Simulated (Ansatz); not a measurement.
GeO2:
```
GeO2
1.0
    4.42793     0.00000     0.00000
    0.00000     4.42793     0.00000
    0.00000     0.00000     2.88427
Ge O
2 4
Direct
  0.00000   0.00000   0.00000
  0.50000   0.50000   0.50000
  0.30630   0.30630   0.00000
  0.19370   0.80630   0.50000
  0.69370   0.69370   0.00000
  0.80630   0.19370   0.50000
```

Relaxed with PBEsol.

Which orbitals make up the states near the band edges in DFT-PBEsol in the program Ansatz with PAW potentials?

Top 1 eV of the valence band: O 2p 98 %. Bottom 1 eV of the conduction band: Ge 4s 50 %, O 2s 29 %, O 2p 17 %. Projections are on Löwdin-orthogonalised atomic valence shells; empty p or d shells of many metals are not among them.

Tabulate the density of states.

States/eV per cell of 6 atoms, in 0.25 eV bins, energy from the valence-band maximum.

| E (eV) | total | O 2p | Ge 4s | Ge 4p |
|---|---|---|---|---|
| -7.85 | 0.89 | 0.54 | 0.19 | 0.08 |
| -7.60 | 0.83 | 0.51 | 0.16 | 0.08 |
| -7.35 | 0.75 | 0.47 | 0.13 | 0.07 |
| -7.10 | 0.88 | 0.58 | 0.10 | 0.14 |
| -6.85 | 1.71 | 1.19 | 0.09 | 0.36 |
| -6.60 | 2.15 | 1.53 | 0.08 | 0.47 |
| -6.35 | 1.95 | 1.39 | 0.07 | 0.41 |
| -6.10 | 1.99 | 1.44 | 0.07 | 0.40 |
| -5.85 | 2.29 | 1.67 | 0.07 | 0.46 |
| -5.60 | 2.62 | 1.94 | 0.07 | 0.52 |
| -5.35 | 3.16 | 2.36 | 0.06 | 0.62 |
| -5.10 | 3.05 | 2.29 | 0.06 | 0.56 |
| -4.85 | 2.62 | 2.01 | 0.05 | 0.44 |
| -4.60 | 2.62 | 2.05 | 0.04 | 0.41 |
| -4.35 | 2.75 | 2.22 | 0.04 | 0.37 |
| -4.10 | 2.13 | 1.76 | 0.02 | 0.24 |
| -3.85 | 2.46 | 2.04 | 0.02 | 0.28 |
| -3.60 | 2.76 | 2.32 | 0.02 | 0.29 |
| -3.35 | 2.57 | 2.21 | 0.02 | 0.22 |
| -3.10 | 2.57 | 2.26 | 0.02 | 0.18 |
| -2.85 | 3.63 | 3.27 | 0.02 | 0.19 |
| -2.60 | 4.25 | 3.94 | 0.02 | 0.14 |
| -2.35 | 3.82 | 3.62 | 0.01 | 0.07 |
| -2.10 | 4.20 | 4.05 | 0.01 | 0.04 |
| -1.85 | 4.26 | 4.11 | 0.01 | 0.04 |
| -1.60 | 5.24 | 5.05 | 0.02 | 0.05 |
| -1.35 | 5.35 | 5.24 | 0.01 | 0.02 |
| -1.10 | 5.68 | 5.58 | 0.01 | 0.02 |
| -0.85 | 3.38 | 3.31 | 0.00 | 0.02 |
| -0.60 | 1.21 | 1.18 | 0.00 | 0.01 |
| -0.35 | 0.59 | 0.57 | 0.00 | 0.01 |
| -0.10 | 0.17 | 0.17 | 0.00 | 0.00 |
| 0.15 | 0.00 | 0.00 | 0.00 | 0.00 |
| 0.40 | 0.00 | 0.00 | 0.00 | 0.00 |
| 0.65 | 0.00 | 0.00 | 0.00 | 0.00 |
| 0.90 | 0.00 | 0.00 | 0.00 | 0.00 |
| 1.15 | 0.00 | 0.00 | 0.00 | 0.00 |
| 1.40 | 0.00 | 0.00 | 0.00 | 0.00 |
| 1.65 | 0.00 | 0.00 | 0.00 | 0.00 |
| 1.90 | 0.02 | 0.00 | 0.01 | 0.00 |
| 2.15 | 0.05 | 0.01 | 0.03 | 0.00 |
| 2.40 | 0.07 | 0.01 | 0.04 | 0.00 |
| 2.65 | 0.10 | 0.02 | 0.05 | 0.00 |
| 2.90 | 0.13 | 0.03 | 0.06 | 0.00 |
| 3.15 | 0.17 | 0.04 | 0.08 | 0.01 |
| 3.40 | 0.22 | 0.06 | 0.10 | 0.01 |
| 3.65 | 0.28 | 0.08 | 0.12 | 0.01 |
| 3.90 | 0.35 | 0.10 | 0.16 | 0.02 |
| 4.15 | 0.46 | 0.14 | 0.21 | 0.02 |
| 4.40 | 0.61 | 0.19 | 0.28 | 0.03 |
| 4.65 | 1.15 | 0.36 | 0.53 | 0.07 |
| 4.90 | 2.00 | 0.65 | 0.92 | 0.14 |
| 5.15 | 2.24 | 0.75 | 1.03 | 0.15 |
| 5.40 | 1.87 | 0.65 | 0.86 | 0.12 |
| 5.65 | 1.79 | 0.63 | 0.82 | 0.10 |
| 5.90 | 1.35 | 0.49 | 0.63 | 0.08 |
| 6.15 | 1.24 | 0.48 | 0.60 | 0.05 |
| 6.40 | 0.89 | 0.35 | 0.44 | 0.03 |

Space group P4_2/mnm (rutile). Symmetry was held in the PBEsol relaxation; of distortions, only those at the zone centre were tested. Spin–orbit coupling is left out wherever it is not named.

Potentials: the later of the program's two PAW sets.
